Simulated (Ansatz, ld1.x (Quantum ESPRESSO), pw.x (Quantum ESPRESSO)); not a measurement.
# From atom to crystal: TM potential for In

```json
{
  "Element": "indium (In)",
  "Generator": "ld1.x (Quantum ESPRESSO) 7.5",
  "Type": "norm-conserving Troullier–Martins (Kleinman–Bylander form)",
  "Functional": "PBE",
  "Relativity": "scalar-relativistic",
  "Frozen core": "[Kr] 4d10",
  "Valence charge": "3",
  "Reference configuration": "5s1 5p2",
  "Partial waves": "5s (bound): rc 1.52 bohr; 5p (bound): rc 2.70 bohr",
  "Local potential": "the p channel",
  "Core correction": "none"
}
```

Atomic tests: cutoffs needed: 35 Ry and 100 Ry (the cutoffs (Ry, on a coarse ladder) from which the occupation-weighted sum of valence levels, in a spherical-Bessel basis at the reference potential, stays within 10 and 1 mRy of its value at 400 Ry); ghost test: no extra level below or beside the all-electron valence levels (s, p, d, f tested) (spherical-Bessel basis up to 400 Ry, 20 bohr box); largest excitation error: +112 meV (all-electron minus pseudo) for 5s1 5p0, out of 7 test configurations.

Crystal test: fcc In in pw.x 7.5, no spin, 12³ k-points, Fermi–Dirac smearing 0.01 Ry, cutoffs 120/480 Ry. The reference is all-electron LAPW (Ansatz 0.2.0) with the same functional, mesh and smearing; V0 and B0 come from Birch–Murnaghan fits to the pressures at five volumes. Errors are pseudo minus all-electron; Δ is the rms difference of the E(V) curves that follow from these fits, minima aligned, over ±6 % about the mean V0. Mesh and smearing are coarse, so the numbers serve the comparison and aren't converged zero-temperature values; the lattice is a test structure that the element need not adopt.

```json
{"V (Å³/atom)": "26.366", "P all-electron (GPa)": "1.64", "P pseudo (GPa)": "-6.88"}
{"V (Å³/atom)": "27.060", "P all-electron (GPa)": "0.58", "P pseudo (GPa)": "-7.16"}
{"V (Å³/atom)": "27.754", "P all-electron (GPa)": "-0.32", "P pseudo (GPa)": "-7.37"}
{"V (Å³/atom)": "28.448", "P all-electron (GPa)": "-1.08", "P pseudo (GPa)": "-7.52"}
{"V (Å³/atom)": "29.142", "P all-electron (GPa)": "-1.74", "P pseudo (GPa)": "-7.63"}
```

All-electron: a0 = 4.791 Å (V0 = 27.50 Å³/atom), B0 = 34.9 GPa.

Pseudopotential: mean pressure error (GPa): -7.13. The pressure does not cross zero within the volumes sampled, so no fit is given. This is a poor potential for the solid.

Question: At the middle volume, how do free energy and pressure move when the wave cutoff is lowered (ecutrho kept at four times it)?

Answer:

| cutoff (Ry) | shift of F (meV/atom) | shift of P (GPa) |
| --- | --- | --- |
| 54 | +52.1 | -0.05 |
| 72 | +46.8 | -0.30 |
| 96 | +6.2 | -0.34 |

The run at the middle volume (72 k-points, 7 iterations) took about 30 s on one core of a shared host (Neoverse-V1, 32 threads, 247 GiB, load 22).
